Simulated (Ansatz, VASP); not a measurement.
Ga3Se: VASP beside Ansatz

INCAR

```
SYSTEM = Ga3Se
PREC = Accurate ; ENCUT = 520
EDIFF = 1E-6 ; ISMEAR = -1
SIGMA = 0.05 ; LREAL = .False.
LASPH = .True. ; NELM = 100
ALGO = Normal ; ISIF = 2
LWAVE = .False. ; LCHARG = .False.
GGA = PS ; NBANDS = 30
```

Contents of KPOINTS:

```
Automatic mesh
0
Gamma
  6 6 6
  0 0 0
```

Contents of POSCAR:

```
Ga3Se
1.0
    4.4027160164      0.0000000000      0.0000000000
    0.0000000000      4.4027160164      0.0000000000
    0.0000000000      0.0000000000      4.4027160164
Se Ga
1 3
Direct
    0.0000000000      0.0000000000      0.0000000000
    0.5000000000      0.5000000000      0.0000000000
    0.5000000000      0.0000000000      0.5000000000
    0.0000000000      0.5000000000      0.5000000000
```

The input input.yaml:

```yaml
crystal:
  lattice:
    - [4.4027160164, 0.0, 0.0]
    - [0.0, 4.4027160164, 0.0]
    - [0.0, 0.0, 4.4027160164]
  atoms:
    - { symbol: Se, position: [0.0, 0.0, 0.0] }
    - { symbol: Ga, position: [0.5, 0.5, 0.0] }
    - { symbol: Ga, position: [0.5, 0.0, 0.5] }
    - { symbol: Ga, position: [0.0, 0.5, 0.5] }
hamiltonian:
  xc: pbesol
  pseudopotentials: { kind: paw }
kpoints:
  mp_grid: { grid: [6, 6, 6] }
scf:
  occupations: { method: fermi_dirac, width: 0.05 }
output:
  forces: true
  stress: true
  eigenvalues: true
  write_density: true
  write_potential: true
  elf: true
  volumetric_format: npy
```

The cell comes from a database or a generator and needn't be the stable form of this composition.

Alike in both runs: task single point; functional PBEsol; k mesh 6 × 6 × 6; occupations fermi-dirac, width 0.05 eV; no spin polarisation.

|  | VASP | Ansatz |
| --- | --- | --- |
| version | VASP 6.6.1 | Ansatz 0.2.0 |
| potentials or method | VASP PAW PBE potentials, release 64 (Se, Ga_d) | Ansatz PAW |
| plane-wave cutoff (eV) | 520 | 420 |
| valence electrons in the cell | 45 | 55 |

VASP gave:

| Item | Value |
| --- | --- |
| gap on the k mesh at the Fermi level (eV) | none |
| pressure (GPa) | -2.8 |

Which values does Ansatz return?

gap on the k mesh at the Fermi level (eV): none; pressure (GPa): -2.9.

A gap of «none» marks a metal or a gap that the smearing closes. With one functional, cell and mesh, what is left measures potentials, basis and numerics. The two sets of potentials don't hold the same shells in valence.

Caveats: the PAW data sets were made with another functional, which shifts forces and pressure a little (VASP); the PAW data sets come from PBE, with cores solved anew for the run's functional, which leaves a small shift of forces and pressure (Ansatz).
